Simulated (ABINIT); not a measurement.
Input of an ABINIT 10.8.3 (patched build) run:

run.abi

```
pp_dirpath "./"
pseudos "Mo.upf, S.upf"

acell 12.0624537624 12.0624537624 12.0624537624
rprim
     0.2483873372     0.1434064960     0.9579865905
    -0.2483873372     0.1434064960     0.9579865905
     0.0000000000    -0.2868129920     0.9579865905
ntypat 2
znucl 42 16
natom 3
typat 1 2 2
xred
     0.0000000000     0.0000000000     0.0000000000
     0.2500000000     0.2500000000     0.2500000000
     0.7500000000     0.7500000000     0.7500000000

ecut 36.0

kptopt 1
ngkpt 8 8 8
nshiftk 1
shiftk 0.0 0.0 0.0

ixc -116133

nband 17
occopt 3
tsmear 0.05 eV

nstep 100
tolvrs 1.0e-10

iomode 3
prtwf 0
prteig 0
prtebands 0
prtden 1
prtvha 1
prtvclmb 1
prtpot 1
prtelf 1
```

Potentials or basis: PseudoDojo NC SR PBEsol v0.4.1 standard.

Command:

```console
$ mpirun --bind-to none -np 4 abinit run.abi > log 2>&1
```

Problem. Estimate the pressure.

Solution. 2.9 GPa.

Problem. What does it give for the band gap on the k mesh?

Solution. None (metal or under the smearing width).

Problem. Predict the largest force.

Solution. 0.752 eV/Å.

Forces in eV/Å, atoms in the order of the input:
```
Mo   0.000  0.000  0.000
S    0.000  0.000 -0.752
S    0.000  0.000  0.752
```

Caveat: the cell's inner coordinates are idealised or old, which leaves forces on the atoms.
